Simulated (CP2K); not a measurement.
## SrO under changes of volume

One of the cells (16.901 Å³/atom); the others are scaled copies at fixed shape and fractional positions:

```
Sr O
1.0
     3.62930    0.00000    0.00000
     1.81465    3.14306    0.00000
     1.81465    1.04769    2.96331
Sr O
1 1
Direct
  0.50000 0.50000 0.50000
  0.00000 0.00000 0.00000
```

- Program: CP2K 2026.2
- Functional: LDA
- Potentials or basis: GTH_POTENTIALS Sr GTH-PADE-q10, O GTH-PADE-q6; TZVP-MOLOPT-PBE-GTH basis
- Density cutoff: 8163 eV
- k mesh: 9 × 9 × 9
- Occupations: fermi-dirac, width 0.0259 eV
- Spin: no spin polarisation

```tsv
volume (Å³/atom)	energy over the lowest point (meV/atom)	pressure (GPa)	gap on the mesh (eV)
15.887	6.38	3.9	3.32
16.225	0.79	1.5	3.34
16.563	0.00	-0.7	3.37
16.901	3.49	-2.6	3.39
17.239	?	?	?
17.577	21.57	-5.8	3.43
17.915	35.33	-7.2	3.39
```

**Question.** What does the run at 17.239 Å³/atom give?

**Answer.** Energy over the lowest point 10.79 meV/atom; pressure -4.3 GPa; gap on the mesh 3.41 eV.

Worked out: A Birch-Murnaghan fit of order 3 (a polynomial in V^(-2/3)) to the other rows has its minimum at 16.45 Å³/atom with B0 = V·E''(V) = 103 GPa and B' = 4.6. It gives 10.83 meV/atom at 17.239 Å³/atom, against the run's 10.79, and -dE/dV = -4.3 GPa, against -4.3. A parabola through the other rows of the gap, of slope 0.363 eV per unit of ln V there, gives 3.40 eV, against the run's 3.41.

Energies are extrapolated to zero smearing.

Caveats: an odd mesh through Γ misses points on the zone boundary, where band edges often lie; the basis of atomic orbitals isn't converged, which shifts pressures, moduli and gaps. Spin-orbit coupling on Sr is left out.
